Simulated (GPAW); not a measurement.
A run of GPAW 26.7.0:

The input run.py:

```python
from ase.dft.bandgap import bandgap
from ase.io import read, write
from ase.units import GPa
from gpaw import GPAW, PW

atoms = read('PtS2.xyz')

calc = GPAW(mode=PW(600),
            xc='PBE',
            kpts={'size': (9, 9, 5), 'gamma': True},
            occupations={'name': 'fermi-dirac', 'width': 0.05},
            nbands=26,
            convergence={'density': 1e-05, 'energy': 1e-05},
            maxiter=150,
            txt='gpaw.txt')
atoms.calc = calc
energy = atoms.get_potential_energy()
forces = atoms.get_forces()
stress = atoms.get_stress()
calc.write('gs.gpw')
write('result.traj', atoms)
print(f'Energy: {energy:.6f} eV')
print('Forces (eV/A):')
print(forces.round(4))
print('Stress (GPa):', (stress / GPa).round(3))
print('Fermi level:', round(calc.get_fermi_level(), 4), 'eV')
print(f'Gap: {bandgap(calc)[0]:.4f} eV, direct: {bandgap(calc, direct=True)[0]:.4f} eV')
```

The input PtS2.xyz:

```xyz
3
Lattice="3.5432000000 0.0000000000 0.0000000000 -1.7716000000 3.0685012107 0.0000000000 0.0000000000 0.0000000000 5.0388000000" Properties=species:S:1:pos:R:3 pbc="T T T"
Pt     0.0094993192     -0.0199759429      0.0506349012
S      1.7774321072      1.0159009698      3.8883764556
S     -0.0023987464      2.0604433300      1.1808629352
```

Potentials or basis: GPAW PAW data sets (gpaw-data 1.2.1), pw.

Launch:

```sh
$ OMP_NUM_THREADS=1 python run.py
```

Hardware: 1 thread of Arm Neoverse V2 (shared host).

Problem. Estimate the wall time of this run.

Solution. Run time: 3 min on 1 thread of Arm Neoverse V2, on a shared host, peak memory 0.38 GiB. Counts: scf iterations 11, plane waves 1863, bands 26, k points 203.
